**Layer shares of low-lying empty states in an Ir(100) slab: a neighbour-count rule**

The table holds the share of the states 0 to 0.25 eV above the Fermi level on each layer of a six-layer unreconstructed Ir(100) slab, from plane-wave PAW density functional theory with PBE, without spin or spin-orbit coupling. The program tests the second-moment rule, share ∝ 1/√z with z = 8 on the outer and 12 on the inner layers, beside an even split, a variant with d⁻⁵ hopping and a surface weight fitted to all six rows. The rule has an rms error of 8.6 % of the table values against 16.8 % for the even split, and its surface weight of 1.225 falls short of the 1.40 in the table. Across eight energy windows of the same run the surface weight ranges from 2.03 to 1.03, which an energy-independent rule cannot follow. The d⁻⁵ variant gives the sign of the difference between the two faces but doesn't lower the overall error.

Calculated values. Ansatz 0.2.0, scalar-relativistic plane-wave PAW DFT with PBE, no spin polarisation, for a six-layer Ir(100) slab with the lower three layers held at bulk positions. Cutoff 420 eV, 18 × 18 × 1 k mesh, Gaussian smearing 0.1 eV. Plane shares refer to states from 0 to 0.25 eV above the Fermi level; planes run from bottom to top, with heights measured from the top atom.

## The fit in Python

```python
# Table: share of the states 0 to 0.25 eV above E_F on each layer of a six-layer Ir(100) slab
# (Ansatz 0.2.0, PBE, plane-wave PAW, no spin, no spin-orbit).
# Tested: second-moment rule share ~ 1/sqrt(z), with a d^-5 hopping variant and a fitted surface weight.
T = {
    'row': [1, 2, 3, 4, 5, 6],
    'plane_share': [0.215, 0.139, 0.157, 0.153, 0.138, 0.197],
    'plane_formula': ['Ir', 'Ir', 'Ir', 'Ir', 'Ir', 'Ir'],
    'plane_height': [-9.596, -7.677, -5.757, -3.799, -1.845, 0.0],  # angstrom
}
import numpy as np
s = np.array(T['plane_share'], float); h = np.array(T['plane_height'], float); N = len(s)
a, nst, dE = 2.715, 1.4321, 0.25  # cell edge (A), states in window, width (eV): caption and notes
z = np.array([8, 12, 12, 12, 12, 8.])
norm = lambda w: w / w.sum()
rms = lambda x: np.sqrt(np.mean(x**2))
fof = lambda x: x[[0, -1]].mean() / x[1:-1].mean()
dz = np.diff(h); d = np.sqrt(dz**2 + a*a/2); b = 4*(a/d)**10
zeff = 4 + np.r_[0, b] + np.r_[b, 0]
f0, f = np.sqrt(12/8), fof(s)
M = {'even': norm(np.ones(N)), 'sqrt z': norm(z**-0.5), 'with d^-5': norm(zeff**-0.5),
     'fitted f': norm(np.where(z == 8, f, 1.0))}
print(f"sum of shares {s.sum():.3f}; rounding 0.0005 = {100*0.0005/s.max():.1f} to {100*0.0005/s.min():.1f} % of a share")
print("spacings bottom up (A):", np.round(dz, 3), f"top vs bottom {100*(dz[-1]/dz[0]-1):+.1f} %")
print("interlayer contacts (A):", np.round(d, 3))
print("effective z with d^-5 hopping:", np.round(zeff, 2))
print(f"rule: f = sqrt(12/8) = {f0:.3f}, sum of weights {N-2+2*f0:.3f}")
print(f"table: outer mean {s[[0,-1]].mean():.3f}, inner mean {s[1:-1].mean():.3f}, f = {f:.3f}, as (12/8)^p p = {np.log(f)/np.log(1.5):.2f}")
print("row, share, then model share (error %) for:", ", ".join(M))
for i in range(N):
    print(f"{T['row'][i]}  {s[i]:.3f}  " + "  ".join(f"{m[i]:.3f} ({100*(m[i]/s[i]-1):+5.1f})" for m in M.values()))
for k, m in M.items():
    e = m/s - 1; j = np.argmax(abs(e))
    print(f"{k}: rms {rms(m-s):.3f} in share, {100*rms(e):.1f} %; worst row {T['row'][j]} {100*e[j]:+.1f} %")
r = M['sqrt z']
print(f"two outer layers together: table {s[0]+s[-1]:.3f}, rule {r[0]+r[-1]:.3f}, even {2/N:.3f}")
print(f"row 1 / row 6: table {s[0]/s[-1]:.3f}, d^-5 variant {M['with d^-5'][0]/M['with d^-5'][-1]:.3f}")
print(f"row 2 - row 3 {s[1]-s[2]:+.3f}; row 5 - row 4 {s[4]-s[3]:+.3f} (not a monotonic decay)")
for i in (5, 2):
    print(f"row {T['row'][i]}: states per cell, rule {r[i]*nst:.3f}, table {s[i]*nst:.3f}; per eV rule {r[i]*nst/dE:.2f}, table {s[i]*nst/dE:.2f}")
print(f"mean density {nst/dE/N:.2f} states/eV/atom; flat-band width implied {10*dE*(N-2+2*f0)/nst:.1f} eV")
nl = nst*18*18/2
print(f"levels on full mesh {nl:.0f} (37 irreducible); one 8-fold level = {8/nl:.3f} of the window")
# further outputs of the same run: window edges (eV), states per cell, layer shares
W = [(-2, -1), (-1, -.5), (-.5, -.25), (-.25, 0), (0, .25), (.25, .5), (.5, 1), (1, 1.5)]
n = np.array([7.41358, 3.901235, 2, 1.524691, 1.432099, 1.95679, 4.469136, 2.54321])
L = np.array([[.2192, .1335, .1501, .1599, .127, .2102], [.2605, .1257, .1188, .1267, .1252, .2432],
              [.2658, .1397, .1178, .1184, .1338, .2245], [.2361, .155, .1142, .1202, .1502, .2244],
              [.2155, .1394, .1565, .1534, .138, .1972], [.1918, .1525, .1548, .1575, .1595, .1839],
              [.1738, .172, .1654, .1575, .1662, .1651], [.1614, .1589, .1608, .168, .1718, .179]])
print("window (eV): f, rms error % of rule, of even share, row1/row6, (rows 2+5)/(rows 3+4)")
for w, x in zip(W, L):
    print(f"{w[0]:+.2f} to {w[1]:+.2f}: {fof(x):.2f}  {100*rms(r/x-1):4.1f}  {100*rms(M['even']/x-1):4.1f}  {x[0]/x[-1]:.3f}  {(x[1]+x[4])/(x[2]+x[3]):.2f}")
x = n @ L / n.sum()
print("all windows, state-weighted shares:", np.round(x, 3))
print(f"all windows: f = {fof(x):.2f}, rule rms {100*rms(r/x-1):.1f} %, row1/row6 {x[0]/x[-1]:.3f}")
print(f"row 1 above row 6 in {int((L[:, 0] > L[:, -1]).sum())} of {len(L)} windows")
assert min(s[0], s[-1]) > 1/N > s[1:-1].max()
assert f0 < f < 1.5
assert s[0] > s[-1] and zeff[-1] > zeff[0]
assert rms(r - s) < rms(M['even'] - s)
```

Running it gives:

```
sum of shares 0.999; rounding 0.0005 = 0.2 to 0.4 % of a share
spacings bottom up (A): [1.919 1.92  1.958 1.954 1.845] top vs bottom -3.9 %
interlayer contacts (A): [2.714 2.715 2.742 2.739 2.663]
effective z with d^-5 hopping: [ 8.01 12.01 11.62 11.28 12.52  8.86]
rule: f = sqrt(12/8) = 1.225, sum of weights 6.449
table: outer mean 0.206, inner mean 0.147, f = 1.404, as (12/8)^p p = 0.84
row, share, then model share (error %) for: even, sqrt z, with d^-5, fitted f
1  0.215  0.167 (-22.5)  0.190 (-11.7)  0.191 (-11.2)  0.206 ( -4.1)
2  0.139  0.167 (+19.9)  0.155 (+11.5)  0.156 (+12.1)  0.147 ( +5.7)
3  0.157  0.167 ( +6.2)  0.155 ( -1.2)  0.158 ( +0.9)  0.147 ( -6.4)
4  0.153  0.167 ( +8.9)  0.155 ( +1.3)  0.161 ( +5.1)  0.147 ( -4.0)
5  0.138  0.167 (+20.8)  0.155 (+12.4)  0.153 (+10.6)  0.147 ( +6.4)
6  0.197  0.167 (-15.4)  0.190 ( -3.6)  0.181 ( -7.9)  0.206 ( +4.7)
even: rms 0.029 in share, 16.8 %; worst row 1 -22.5 %
sqrt z: rms 0.014 in share, 8.6 %; worst row 5 +12.4 %
with d^-5: rms 0.015 in share, 8.9 %; worst row 2 +12.1 %
fitted f: rms 0.009 in share, 5.3 %; worst row 5 +6.4 %
two outer layers together: table 0.412, rule 0.380, even 0.333
row 1 / row 6: table 1.091, d^-5 variant 1.052
row 2 - row 3 -0.018; row 5 - row 4 -0.015 (not a monotonic decay)
row 6: states per cell, rule 0.272, table 0.282; per eV rule 1.09, table 1.13
row 3: states per cell, rule 0.222, table 0.225; per eV rule 0.89, table 0.90
mean density 0.95 states/eV/atom; flat-band width implied 11.3 eV
levels on full mesh 232 (37 irreducible); one 8-fold level = 0.034 of the window
window (eV): f, rms error % of rule, of even share, row1/row6, (rows 2+5)/(rows 3+4)
-2.00 to -1.00: 1.51  13.2  21.4  1.043  0.84
-1.00 to -0.50: 2.03  25.0  34.3  1.071  1.02
-0.50 to -0.25: 1.92  23.7  32.7  1.184  1.16
-0.25 to +0.00: 1.71  21.4  29.7  1.052  1.30
+0.00 to +0.25: 1.41   8.5  16.8  1.093  0.90
+0.25 to +0.50: 1.20   2.0   8.7  1.043  1.00
+0.50 to +1.00: 1.03   9.1   3.2  1.053  1.05
+1.00 to +1.50: 1.03   9.3   4.2  0.902  1.01
all windows, state-weighted shares: [0.214 0.145 0.145 0.149 0.143 0.203]
all windows: f = 1.43, rule rms 7.6 %, row1/row6 1.053
row 1 above row 6 in 7 of 8 windows
```
